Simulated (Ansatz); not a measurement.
## BaSnO3: response to strain

The parent structure is BaSnO₃ in the cubic perovskite structure (space group Pm-3m, No. 221; a = 4.1216 Å). Axes: x, y, z lie along the cube axes.

Strains are applied to the cell and any free atomic positions relax; under biaxial strain the out-of-plane vector relaxes too.

The values are results of DFT with PBEsol, PAW potentials and a 420 eV plane-wave cutoff in Ansatz (a program for electronic structure), without spin-orbit coupling, earlier PAW set, not measurements.

Notes on the quantities. pressure: mean of the normal stresses, compression positive; energy relative to the base: free energy F.

| case | gap character | pressure | energy relative to the base | shortest interatomic distance | smallest direct gap |
|---|---|---|---|---|---|
| base | – | 0.01 GPa | 0 meV/atom | 3.894 bohr | 1.35 eV |
| biaxial strain +2.77 %, plane normal [111], relaxed out of plane | indirect, T → Γ | -5.18 GPa | +20 meV/atom | 3.946 bohr | 0.70 eV |
| uniaxial strain ε_xx = −0.64 % | indirect, A → Γ | 1.00 GPa | +0.5 meV/atom | 3.869 bohr | 1.42 eV |
| tensor shear ε_xz = −3.30 % | indirect, T → Γ | 0.34 GPa | +18 meV/atom | 3.894 bohr | 1.06 eV |

No phonon test of stability was made. k-point labels follow each cell's own Brillouin zone.
